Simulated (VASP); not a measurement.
Here is a VASP 6.6.1 calculation.

Contents of POSCAR:

```
MoSe2
1.0
    3.2880000000      0.0000000000      0.0000000000
   -1.6440000000      2.8474915276      0.0000000000
    0.0000000000      0.0000000000     12.9000000000
Mo Se
2 4
Direct
    0.6666666667      0.3333333333      0.7500000000
    0.3333333333      0.6666666667      0.2500000000
    0.6666666667      0.3333333333      0.3750000000
    0.3333333333      0.6666666667      0.8750000000
    0.6666666667      0.3333333333      0.1250000000
    0.3333333333      0.6666666667      0.6250000000
```

File INCAR.step1:

```
SYSTEM = MoSe2
  PREC = Accurate
  ENCUT = 520
  EDIFF = 1E-5
  ISMEAR = -1
  SIGMA = 0.05
  LREAL = .False.
  LASPH = .True.
  NELM = 100
  ALGO = Normal
  ISIF = 2
  LWAVE = .True.
  LCHARG = .False.
  LMAXMIX = 4
  NBANDS = 35
  GGA = PE
```

INCAR.step2

```
SYSTEM = MoSe2
  PREC = Accurate
  ENCUT = 520
  EDIFF = 1E-6
  ISMEAR = -1
  SIGMA = 0.05
  LREAL = .False.
  LASPH = .True.
  NELM = 100
  ALGO = Normal
  ISIF = 2
  LWAVE = .False.
  LCHARG = .False.
  LMAXMIX = 4
  METAGGA = LMBJ
  NBANDS = 35
  ISTART = 1
```

File KPOINTS:

```
regular mesh
0
Gamma
  9 9 2
  0 0 0
```

KPOINTS_OPT

```
path GMKGALHA,LM,KH
15
line-mode
reciprocal
 0.0000000000  0.0000000000  0.0000000000  G
 0.5000000000  0.0000000000  0.0000000000  M

 0.5000000000  0.0000000000  0.0000000000  M
 0.3333333333  0.3333333333  0.0000000000  K

 0.3333333333  0.3333333333  0.0000000000  K
 0.0000000000  0.0000000000  0.0000000000  G

 0.0000000000  0.0000000000  0.0000000000  G
 0.0000000000  0.0000000000  0.5000000000  A

 0.0000000000  0.0000000000  0.5000000000  A
 0.5000000000  0.0000000000  0.5000000000  L

 0.5000000000  0.0000000000  0.5000000000  L
 0.3333333333  0.3333333333  0.5000000000  H

 0.3333333333  0.3333333333  0.5000000000  H
 0.0000000000  0.0000000000  0.5000000000  A

 0.5000000000  0.0000000000  0.5000000000  L
 0.5000000000  0.0000000000  0.0000000000  M

 0.3333333333  0.3333333333  0.0000000000  K
 0.3333333333  0.3333333333  0.5000000000  H
```

Potentials or basis: VASP PAW PBE potentials, release 64 (Mo_sv, Se).

Command:

```console
$ cat potpaw_PBE.64/Mo_sv/POTCAR potpaw_PBE.64/Se/POTCAR > POTCAR
$ cp INCAR.step1 INCAR
$ mpirun -np 1 vasp_std > vasp.out
$ cp INCAR.step2 INCAR
$ mpirun -np 1 vasp_std > vasp.out
```

Q: Estimate the band gap on the k mesh.

A: 0.96 eV, indirect (least direct gap 1.38 eV).

Q: Predict the band gap along the path.

A: 0.94 eV, indirect (least direct gap 1.53 eV).

Levels at the corners of the path, in eV from the valence-band top:
| point | band 23 | band 24 | band 25 | band 26 | band 27 | band 28 | band 29 | band 30 |
| --- | --- | --- | --- | --- | --- | --- | --- | --- |
| Γ | -2.00 | -1.54 | -0.98 | 0.00 | 2.21 | 2.21 | 2.24 | 2.24 |
| M | -1.96 | -1.76 | -1.38 | -1.22 | 1.80 | 1.84 | 2.11 | 2.37 |
| M | -1.96 | -1.76 | -1.38 | -1.22 | 1.80 | 1.84 | 2.11 | 2.37 |
| K | -2.91 | -2.91 | -0.49 | -0.34 | 1.19 | 1.19 | 1.90 | 2.89 |
| K | -2.91 | -2.91 | -0.49 | -0.34 | 1.19 | 1.19 | 1.90 | 2.89 |
| Γ | -2.00 | -1.54 | -0.98 | 0.00 | 2.21 | 2.21 | 2.24 | 2.24 |
| Γ | -2.00 | -1.54 | -0.98 | 0.00 | 2.21 | 2.21 | 2.24 | 2.24 |
| A | -2.02 | -2.02 | -0.26 | -0.26 | 2.22 | 2.22 | 2.22 | 2.22 |
| A | -2.02 | -2.02 | -0.26 | -0.26 | 2.22 | 2.22 | 2.22 | 2.22 |
| L | -1.86 | -1.86 | -1.29 | -1.29 | 1.82 | 1.82 | 2.25 | 2.25 |
| L | -1.86 | -1.86 | -1.29 | -1.29 | 1.82 | 1.82 | 2.25 | 2.25 |
| H | -3.04 | -3.04 | -0.42 | -0.42 | 1.19 | 1.19 | 2.34 | 2.34 |
| H | -3.04 | -3.04 | -0.42 | -0.42 | 1.19 | 1.19 | 2.34 | 2.34 |
| A | -2.02 | -2.02 | -0.26 | -0.26 | 2.22 | 2.22 | 2.22 | 2.22 |
| L | -1.86 | -1.86 | -1.29 | -1.29 | 1.82 | 1.82 | 2.25 | 2.25 |
| M | -1.96 | -1.76 | -1.38 | -1.22 | 1.80 | 1.84 | 2.11 | 2.37 |
| K | -2.91 | -2.91 | -0.49 | -0.34 | 1.19 | 1.19 | 1.90 | 2.89 |
| H | -3.04 | -3.04 | -0.42 | -0.42 | 1.19 | 1.19 | 2.34 | 2.34 |
